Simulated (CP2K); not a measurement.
In under changes of volume

One of the cells (26.686 Å³/atom); the others are scaled copies at fixed shape and fractional positions:

```
CELL_PARAMETERS angstrom
3.26063 0.00000 0.00000
-1.08688 3.07415 0.00000
-1.08688 -1.53708 2.66229
ATOMIC_POSITIONS crystal
In 0.00000 0.00000 0.00000
```

This isn't the form of In at room conditions, which is tetragonal.

- Program: CP2K 2026.2
- Functional: r2SCAN
- Potentials or basis: POTENTIAL_UZH In GTH-SCAN-q13; TZVP-MOLOPT-SCAN-GTH basis
- Density cutoff: 9184 eV
- k mesh: 10 × 10 × 10
- Occupations: fermi-dirac, width 0.1 eV
- Spin: no spin polarisation

```csv
volume (Å³/atom),energy over the lowest point (meV/atom),pressure (GPa)
25.085,13.78,3.0
25.618,?,?
26.152,1.49,0.9
26.686,0.00,0.1
27.220,1.11,-0.7
27.753,4.51,-1.3
28.287,9.92,-1.9
```

Q: What does the run at 25.618 Å³/atom give?

A: Energy over the lowest point 5.94 meV/atom; pressure 1.9 GPa.

Worked out: A Birch-Murnaghan fit of order 3 (a polynomial in V^(-2/3)) to the other rows has its minimum at 26.71 Å³/atom with B0 = V·E''(V) = 39 GPa and B' = 5.5. It gives 5.95 meV/atom at 25.618 Å³/atom, against the run's 5.94, and -dE/dV = 1.8 GPa, against 1.9.

Energies are extrapolated to zero smearing.

Caveats: the basis of atomic orbitals isn't converged, which shifts pressures, moduli and gaps.
